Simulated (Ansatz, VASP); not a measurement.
# Cross-check of Al26RuN27 (Ru_Al) between VASP and Ansatz

One calculation is typed for both programs; each brings its own data sets. How far apart do they land? The cell is taken from a series of runs on this material, whose earlier steps may have relaxed, scaled, displaced or heated it; both programs get it as it stands.

Calculated with Ansatz 0.2.0; plane waves, with VASP 6.6.1 beside it; single point at r2SCAN.

**1. Starting point**

The cell holds 54 atoms: 26 Al, 27 N and 1 Ru. Cell: a = 9.269 Å, b = 9.269 Å, c = 9.269 Å, α = 60.0°, β = 60.0°, γ = 60.0°. It derives from AlN (AlN (F-43m)). Nearest the centre at fractional (0.333, 0.667, 0.667): Ru54 at 0.22 Å, N43 at 2.02 Å, N35 at 2.07 Å, N41 at 2.07 Å, N44 at 2.13 Å, Al17 at 3.06 Å, Al16 at 3.07 Å, Al7 at 3.08 Å. The cell carries charge −1.

As a file:

```
Al N Ru
1.0
     0.00000    6.55419    6.55419
     6.55419    0.00000    6.55419
     6.55419    6.55419    0.00000
Al N Ru
26 27 1
Direct
  0.00091 0.99949 0.99917
  0.00111 0.99916 0.33311
  0.99902 0.00040 0.66537
  0.00024 0.33308 0.99962
  0.99983 0.33269 0.33337
  0.99977 0.33254 0.66581
  0.00292 0.66459 0.00004
  0.00155 0.66716 0.33175
  0.99972 0.66537 0.66476
  0.33484 0.99937 0.00013
  0.33476 0.99860 0.33362
  0.33581 0.00369 0.66398
  0.33172 0.33577 0.00011
  0.33437 0.33434 0.33178
  0.33253 0.33260 0.66480
  0.33422 0.66702 0.99751
  0.33495 0.66780 0.33475
  0.66613 0.99898 0.00095
  0.66718 0.99998 0.33256
  0.66634 0.99916 0.66716
  0.66668 0.33372 0.99918
  0.66633 0.33394 0.33312
  0.66753 0.33194 0.66539
  0.66654 0.66768 0.00011
  0.66572 0.66762 0.33364
  0.67091 0.66856 0.66397
  0.08389 0.08339 0.08298
  0.08359 0.08365 0.41663
  0.08450 0.08277 0.74871
  0.08193 0.41479 0.08568
  0.08400 0.41679 0.41600
  0.08259 0.41541 0.74970
  0.08343 0.75120 0.08394
  0.08413 0.74989 0.41576
  0.05956 0.75515 0.75673
  0.41646 0.08479 0.08403
  0.41768 0.08580 0.41501
  0.41681 0.08455 0.74989
  0.41839 0.41623 0.08398
  0.41707 0.41697 0.41580
  0.42230 0.39253 0.75680
  0.41675 0.74960 0.08445
  0.42385 0.75674 0.39971
  0.43026 0.76295 0.75450
  0.75112 0.08393 0.08248
  0.75076 0.08360 0.41644
  0.75011 0.08300 0.75050
  0.75054 0.41673 0.08300
  0.75079 0.41644 0.41664
  0.75003 0.41726 0.74873
  0.75193 0.74932 0.08402
  0.75301 0.75048 0.41498
  0.75169 0.74965 0.74986
  0.32557 0.65862 0.69518
```

**2. Ansatz: single point, r2SCAN**

Ansatz runs on its PAW soft_1 files.

With cell and atoms fixed, the geometry can't cause a difference; cores, projectors, grids and the points listed under the comparison can.

File input.yaml:

```yaml
crystal:
  checkpoint: "../qm1_M2.relax.run"
  host: checkpoint
total_charge: -1
basis:
  ecutwfc: 500
  xc_grid: 2
hamiltonian:
  xc: r2scan
  pseudopotentials: { kind: paw, azcp: { folder: soft_1 } }
kpoints:
  mp_grid: { grid: [2, 2, 2], shift: [0.5, 0.5, 0.5] }
magnetization:
  spin_polarized: true
  initial_magnetization: 2
  spin_locking: { lock_magnetization: hard }
scf:
  occupations: { method: fermi_dirac, width: 0.01 }
  max_iter: 100
output:
  forces: true
  eigenvalues: true
  charged_corrections:
    epsilon: 4.64
    static_epsilon: 8.51
    defect_position: [0.333333, 0.666667, 0.666667]
  eigenstates: { localisation: true }
  populations: true
  efg: {}
checkpoint:
  read: "../qm1_M2.relax.run"
  write: "../qm1_M2.point.run"
  compress: false
  write_wavefunctions: false
  write_every: 100000
```

Launch:

```
$ ansatz run input.yaml --threads 4 --pin off --max-ram 7536MiB --backend cpu --events-out ev --progress --plain --runs-dir out
```

Numbers of over 12 decimals in the logs are rounded to 6 here.

What it wrote:

```text
Warning: This run holds its total moment fixed (magnetization.spin_locking.lock_magnetization: hard) and mixes its density by anderson or broyden (scf.mixing.algorithm, typed or taken by auto). Slabs with a fixed moment have converged under broyden above another state at the same moment, at the default mixing steps and at smaller ones, and under scf.lower_state_search: standard, light or off a state that such a mixer [...]
crystal.checkpoint: the structure is that of <dir>, a `relax` run, at its step 10: its result, under r2scan at a charge of -1 e; 54 atoms read, 1 with a starting moment; crystal.structure_sha256 for this input is
Ru: output.efg is read without spin–orbit coupling, which moves field gradients at and beside such atoms by some per cent and up to a factor of two; PAW files take it under magnetization.noncollinear and magnetization.spin_orbit
Engine: ansatz 0.2.0, aarch64-unknown-linux-gnu
Pseudopotentials: kind: paw
Pseudopotential: Al, paw, valence charge 3, recommended cutoff 500 eV (meta_gga), soft_1/Al.paw.azcp
Pseudopotential: N, paw, valence charge 5, recommended cutoff 500 eV (meta_gga), soft_1/N.paw.azcp
Pseudopotential: Ru, paw, valence charge 16, recommended cutoff 500 eV (meta_gga), soft_1/Ru.paw.azcp
Functional definition: r2SCAN
  parameter k0 = 0.174
  parameter k1 = 0.065
  parameter a1 = 4.9479
  exchange = r2scan_x(k0 = k0, k1 = k1, a1 = a1)
  correlation = r2scan_c
Crystal: 54 atoms, lattice volume = 563.102 Å³
Basis set: ecut = 500 eV, 14331 PW (Γ), exchange–correlation on 144×144×144 points (8 copies of the dense FFT grid, shifted against one another)
Bands: 170, of which v1, the nominal top of the filled ones, is band 115 counted from 1 (114 counted from 0)
Symmetry: 1 space group operations
Space group: P1 (ITA 1), of the structure as read, at distance tolerance 8.3e-5 Å
Magnetic group: BNS 1.1 (UNI 1), of the structure as read, at distance tolerance 8.3e-5 Å
k-points: 4 of 8 (time reversal used)
Non-local potential: Al, projectors of the file, l = 0: 2, l = 1: 2, l = 2: 1
Non-local potential: N, projectors of the file, l = 0: 2, l = 1: 2, l = 2: 1
Non-local potential: Ru, projectors of the file, l = 0: 3, l = 1: 2, l = 2: 2, l = 3: 1
PAW form: soft (Blöchl's): semilocal exchange-correlation on the pseudo side does not see the compensation charge
PAW frozen core: Al, regenerated for the run's functional (the file was generated under x = pbe(κ = 0.804, μ = 0.219515), c = pbe(β = 0.066725))
PAW frozen core: N, regenerated for the run's functional (the file was generated under x = pbe(κ = 0.804, μ = 0.219515), c = pbe(β = 0.066725))
PAW frozen core: Ru, regenerated for the run's functional (the file was generated under x = pbe(κ = 0.804, μ = 0.219515), c = pbe(β = 0.066725))
PAW one-centre angular grid: Al, 302 points (default); XC on 160 Gauss nodes
PAW one-centre angular grid: N, 302 points (default); XC on 160 Gauss nodes
PAW one-centre angular grid: Ru, 590 points (default); XC on 160 Gauss nodes
Initial density: read from a saved state, or passed on in memory by an earlier SCF of this step, an earlier step, the calling program or the single point that the run made first
Stability of the state it starts from, as read at its close in the collinear treatment: not read, because the mixer in use, unlike msr1, does not test its closes by its own steps (another_mixer); its run was given moments
Starting moments: Σ|m| = 2 μB on 1 of 54 sites; this step starts from the density that it was given
Initial wavefunctions: pseudopotential atomic-orbital guess — the wavefunctions supplied were not used: k-point sampling differs
Functional: x = r2scan, c = r2scan; τ floored in thin density (d = 2e-4 eV/Å³)
iter 1 solved again at ethr=2.48e-5 eV; its pass at ethr=3.10e-3 eV (dr2=5.70e-2 eV) is discarded
SCF iter   1: F=—  HF=-30401.304279 eV  |F-HF|=—  |Δ(HF+E_count)|=         —  Δρ=1.81e-3 (↑1.81e-3 ↓1.79e-3)  dr2=6.02e-2  dr2_τ=1.36e-3  dr2_m=1.57e-3  M=2.000 μB ∫|m|=2.141 μB  β_m=1.20  ethr=2.48e-5  ⟨swp⟩=9.0  Hψ=10012  notcnv=0  defer=4
preconditioner: auto → Resta (q_TF=auto, 2.350 Å⁻¹)  ε∞=3.8  [insulator: Δε(μ)=0.476 eV  Ē_g=13.921 eV  σ=0.010 eV  W_gap=1.00  n_scr=136 (ndim 8)  ℏωp=23.3 eV  f_vac=0.000  D(μ)=0.00/eV (n_scr^D=0)  ε∞_Penn≈3.8]
spin=Collinear: Resta preconditioning applied to the charge; magnetization (m = ρ↑ − ρ↓) channel mixes plain (no charge-response kernel on spin).
[...]
F (periodic)     = -30401.298489  (uncorrected; the corrections below are reported, never added to it)
  E_corr1          = +0.542727  (monopole, q²α_M/2εL)
  F Makov-Payne    = n/a  (the rows are of the electrons' constant alone; ansatz place-levels tells what screens the charge)
  no potential alignment in this run, which stands beside a crystal: run the host's input off ansatz write-host-input, and read the two finished runs by ansatz place-levels (neither reads a slab, a wire or a sheet, whose cell leaves a vacuum)
--- Band table (eV; the first three rows and the last of 8) ---
  k-point 0 ↑: bands = [... 111 lower, 6.8687, 9.0235, 9.0578, 9.5526, 9.6996, 10.4891, 12.1689, 12.2543, ... 51 higher]
  k-point 1 ↑: bands = [... 111 lower, 6.8548, 9.1020, 9.1484, 9.2902, 9.6943, 10.4354, 11.6788, 12.5221, ... 51 higher]
  k-point 2 ↑: bands = [... 111 lower, 6.8150, 9.0444, 9.1417, 9.4393, 9.7187, 10.2582, 11.6844, 12.5236, ... 51 higher]
  k-point 3 ↓: bands = [... 111 lower, 6.8799, 9.4007, 9.5357, 10.5002, 10.9843, 11.1186, 11.8328, 12.5733, ... 51 higher]
--- Löwdin populations: 54 sites ---
  site symbol       q [e]    m [muB]
     0     Al      1.8983     0.0024
     1      N      6.0538     0.0009
     2     Al      1.8969     0.0009
     3      N      6.0585     0.0014
     4     Al      1.9135     0.0069
     5      N      6.0535     0.0040
     6     Al      1.8954     0.0025
     7      N      6.0604     0.0173
     8     Al      1.9004     0.0032
     9      N      6.0551     0.0013
    10     Al      1.9045     0.0027
    11      N      6.0581     0.0039
    12     Al      1.9316     0.0360
    13      N      6.0583     0.0200
    14     Al      1.9001     0.0038
    15      N      6.0599     0.0042
    16     Al      1.9101     0.0183
    17      N      5.9514     0.0583
    18     Al      1.8973    -0.0001
    19      N      6.0583     0.0093
    20     Al      1.9161     0.0069
    21      N      6.0592     0.0024
    22     Al      1.9188     0.0150
    23      N      6.0635     0.0139
[...]
46     Al      1.9132     0.0070
    47      N      6.0536     0.0040
    48     Al      1.8973    -0.0002
    49      N      6.0583     0.0094
    50     Al      1.9161     0.0070
    51      N      6.0592     0.0025
    52     Al      1.9188     0.0154
    53      N      6.0637     0.0144
  spilling = 0.008096 (of n_electrons = 230.000000)
```

**3. VASP: single point, r2SCAN**

The same cell, functional, mesh and smearing now go to VASP, with its own data sets.

Lines of VASP's logs that name or quote its potential files are left out, and so is its time.

File INCAR:

```
SYSTEM = Al26RuN27
PREC = Accurate
ENCUT = 580
EDIFF = 1E-06
NELM = 200
ISMEAR = -1
SIGMA = 0.01
LREAL = Auto
ALGO = Normal
METAGGA = R2SCAN
LASPH = .TRUE.
NELECT = 228
NBANDS = 152
ISPIN = 2
MAGMOM = 0 0 0 0 0 0 0 0 0 -0 0 0 0 0 0 0 0 0 0 -0 0 0 0 -0 0 0 0 0 0 0.01 0 0 0.01 0 0.04 0.01 0 0.01 0.01 0 0.04 0.01 0.1 0.05 0 0 -0 0 0 0 0.01 0 0.01 0.77
LMAXMIX = 4
LORBIT = 11
LWAVE = .FALSE.
LCHARG = .FALSE.
ISIF = 2
ISYM = 0
NUPDOWN = 2
GGA_COMPAT = .FALSE.
LMIXTAU = .TRUE.
KPAR = 4
```

File POSCAR:

```
Al26RuN27
1.0
    0.0000000000      6.5541898631      6.5541898631
    6.5541898631      0.0000000000      6.5541898631
    6.5541898631      6.5541898631      0.0000000000
Al N Ru
26 27 1
Direct
    0.0009142005      0.9994870312      0.9991663611
    0.0011132066      0.9991569034      0.3331091019
    0.9990166462      0.0004025919      0.6653745341
    0.0002370881      0.3330833803      0.9996230239
    0.9998295373      0.3326891374      0.3333665944
    0.9997651372      0.3325391953      0.6658080728
    0.0029249007      0.6645910533      0.0000402275
    0.0015454397      0.6671590289      0.3317462517
    0.9997244527      0.6653749951      0.6647572771
    0.3348387280      0.9993672406      0.0001264542
    0.3347597834      0.9985971389      0.3336247660
    0.3358091268      0.0036895220      0.6639824275
    0.3317190037      0.3357655424      0.0001108707
    0.3343676992      0.3343387698      0.3317813807
    0.3325326779      0.3326034413      0.6648017217
    0.3342199257      0.6670209447      0.9975136145
    0.3349510702      0.6677977618      0.3347541534
    0.6661322633      0.9989832593      0.0009454179
    0.6671802077      0.9999752794      0.3325571590
    0.6663363400      0.9991631514      0.6671645702
    0.6666759184      0.3337226353      0.9991845167
    0.6663284228      0.3339416268      0.3331195713
    0.6675260820      0.3319436258      0.6653887649
    0.6665368817      0.6676770005      0.0001063502
    0.6657158017      0.6676182983      0.3336434757
    0.6709076791      0.6685640439      0.6639676053
    0.0838880634      0.0833897143      0.0829836509
    0.0835876543      0.0836474137      0.4166283998
    0.0845044929      0.0827694198      0.7487101148
    0.0819340784      0.4147940807      0.0856757588
    0.0840029524      0.4167931464      0.4160030598
    0.0825879034      0.4154120232      0.7497015984
    0.0834251468      0.7512005993      0.0839419937
    0.0841326779      0.7498943527      0.4157578700
    0.0595558318      0.7551542057      0.7567322684
    0.4164615220      0.0847912562      0.0840276493
    0.4176770943      0.0857953221      0.4150081022
    0.4168135095      0.0845477760      0.7498865743
    0.4183881018      0.4162310237      0.0839772459
    0.4170650678      0.4169683959      0.4158041488
    0.4222981842      0.3925280246      0.7567964388
    0.4167537009      0.7496030236      0.0844526833
    0.4238503516      0.7567361723      0.3997072002
    0.4302579651      0.7629469695      0.7544981005
    0.7511191045      0.0839342502      0.0824753447
    0.7507641115      0.0835990370      0.4164400337
    0.7501082695      0.0829998564      0.7505020799
    0.7505414303      0.4167340433      0.0829960700
    0.7507862213      0.4164395403      0.4166445766
    0.7500251860      0.4172632994      0.7487326958
    0.7519271692      0.7493246529      0.0840249382
    0.7530058580      0.7504786639      0.4149848017
    0.7516934859      0.7496526169      0.7498631851
    0.3255660615      0.6586153030      0.6951784988
```

File KPOINTS:

```
Points of the shifted mesh
8
Reciprocal
 0.2500000000  0.2500000000  0.2500000000 1
 0.2500000000  0.2500000000  0.7500000000 1
 0.2500000000  0.7500000000  0.2500000000 1
 0.2500000000  0.7500000000  0.7500000000 1
 0.7500000000  0.2500000000  0.2500000000 1
 0.7500000000  0.2500000000  0.7500000000 1
 0.7500000000  0.7500000000  0.2500000000 1
 0.7500000000  0.7500000000  0.7500000000 1
```

The projector-augmented-wave data sets are Al, N and Ru_pv (PBE family, release 64).

Launch:

```
$ mpirun -np 8 vasp_std
```

What it wrote:

```text
[banner, memory and clock lines left out]
running    8 mpi-ranks, on    1 nodes
[...]
|                                                                             |
|           W    W    AA    RRRRR   N    N  II  N    N   GGGG   !!!           |
|           W    W   A  A   R    R  NN   N  II  NN   N  G    G  !!!           |
|           W    W  A    A  R    R  N N  N  II  N N  N  G       !!!           |
|           W WW W  AAAAAA  RRRRR   N  N N  II  N  N N  G  GGG   !            |
|           WW  WW  A    A  R   R   N   NN  II  N   NN  G    G                |
|           W    W  A    A  R    R  N    N  II  N    N   GGGG   !!!           |
|                                                                             |
|     For optimal performance we recommend to set                             |
|       NCORE = 2 up to number-of-cores-per-socket                            |
|     NCORE specifies how many cores store one orbital (NPAR=cpu/NCORE).      |
|     This setting can greatly improve the performance of VASP for DFT.       |
[...]
DAV:   5    -0.644977169810E+03   -0.41662E-01   -0.41631E-01  6016   0.175E+00BRMIX: very serious problems
 the old and the new charge density differ
 old charge density:   227.00000 new  228.00000
BRMIX: very serious problems
 the old and the new charge density differ
 old charge density:   227.00000 new  228.00000
BRMIX: very serious problems
 the old and the new charge density differ
 old charge density:   227.00000 new  228.00000
BRMIX: very serious problems
 the old and the new charge density differ
 old charge density:   227.00000 new  228.00000
    0.523E+01
DAV:   6    -0.541809577600E+03    0.10317E+03   -0.26951E+02  5504   0.401E+01    0.331E+01
DAV:   7    -0.518541560306E+03    0.23268E+02   -0.39981E+01  5440   0.297E+01    0.213E+01
DAV:   8    -0.520896765561E+03   -0.23552E+01   -0.56894E+00  5208   0.780E+00    0.991E+00
DAV:   9    -0.520841038032E+03    0.55728E-01   -0.14148E+00  5752   0.400E+00    0.447E+00
[...]
DAV:  18    -0.520895955708E+03   -0.68993E-05   -0.35613E-05  5776   0.168E-02    0.130E-02
DAV:  19    -0.520895958732E+03   -0.30238E-05   -0.12648E-05  5736   0.954E-03    0.740E-03
DAV:  20    -0.520895958148E+03    0.58450E-06   -0.34324E-06  3992   0.459E-03
   1 F= -.52089596E+03 E0= -.52089596E+03  d E =-.453792E-11  mag=     2.0000
```

From OUTCAR (step 3):

```text
  FREE ENERGIE OF THE ION-ELECTRON SYSTEM (eV)
  ---------------------------------------------------
  free  energy   TOTEN  =      -520.8959581478 eV

  energy  without entropy=     -520.8959581478  energy(sigma->0) =     -520.89595815

 magnetization (x)
# of ion       s       p       d       tot
------------------------------------------
    1        0.000   0.000   0.000   0.000
    2        0.000   0.000   0.000   0.000
    3        0.001   0.001   0.000   0.002
    4        0.000   0.000   0.000   0.001
    5        0.000   0.001   0.000   0.001
    6        0.000   0.001   0.000   0.001
    7       -0.001   0.002   0.000   0.002
    8        0.000   0.001   0.000   0.001
    9        0.001   0.002   0.000   0.003
   10       -0.000  -0.000   0.000  -0.000
   11        0.000   0.001   0.000   0.001
   12       -0.001   0.000   0.000  -0.001
   13       -0.001   0.002   0.000   0.002
[...]
--------------------------------------------------
tot          0.055   0.354   0.971   1.381
```

The cell holds one magnetic atom, so no antiferromagnetic order fits into it. The cell is charged against a uniform background. The gap is read on the k-mesh alone, so it is an upper bound where the band edges lie off the mesh. The PAW data sets were made with PBE, which is usual practice but a small mismatch for other functionals.

**4. Side by side**

Known differences besides the potentials themselves: VASP starts from the moments at which Ansatz ended; VASP keeps PBE cores, Ansatz makes them for the functional; the cutoff is 500 eV in Ansatz and 580 eV in VASP (PREC = Accurate, projectors in real space); site moments are counted in spheres of each program's own size. Total energies have different zeros and are not compared.

Compared:

```
                             quantity  Ansatz  VASP  difference
total moment, fixed by the input (μB)    2.00  2.00        0.00
                  moment on Ru54 (μB)    0.77  1.06       -0.29
                   moment on N43 (μB)    0.10  0.09        0.00
```

Forces on 9 of the 54 atoms, those with the largest forces and the largest differences (eV/Å; atoms numbered as in POSCAR):

```
atom          Ansatz x, y, z            VASP x, y, z
Al15     0.081, 0.038, 0.063     0.078, 0.032, 0.060
Al16     0.082, 0.085, 0.046     0.086, 0.079, 0.039
Al20     0.073, 0.074, 0.068     0.071, 0.076, 0.067
 N32  -0.053, -0.054, -0.075  -0.052, -0.053, -0.074
 N35   0.014, -0.033, -0.001   0.025, -0.044, -0.013
 N41    -0.028, 0.012, 0.001   -0.039, 0.024, -0.010
 N43    0.040, 0.038, -0.092    0.035, 0.034, -0.086
 N44  -0.027, -0.022, -0.111  -0.026, -0.020, -0.115
Ru54   -0.067, -0.062, 0.166   -0.060, -0.063, 0.183
```

The forces differ by 4.5 meV/Å r.m.s., which is 9.4 % of the r.m.s. force of 0.047 eV/Å (both taken over all components). The cell carries a charge of -1 e against a uniform background, so its pressure also hangs on how the neutralising background is counted, and in a defect's cell a gap may be the spacing between its levels.

**5. Outcome**

```json
{
 "r.m.s. force difference (single point, r2SCAN)": "4.5 meV/Å"
}
```

In words: The r.m.s. force difference is 4.5 meV/Å (single point, r2SCAN), within the 12 meV/Å picked in this series as the mark of a large difference. The data sets hold unlike numbers of valence electrons (230 in Ansatz and 228 in VASP), so part of the differences comes from the potentials. How closely two codes agree says nothing of how well the functional describes the real material.

[Lines on the potential files, build, host, timing and source positions are cut from VASP's logs without a mark.]

[Logs are printed without paths, hosts, clocks, repeated set-up lines and the standing remarks that a program may print on its own settings, such as how far it seeks lower states.]

[Hosts, paths, dates, database ids (printed as entryN), source tags and the programs' standing remarks are cut or masked in the printed files.]
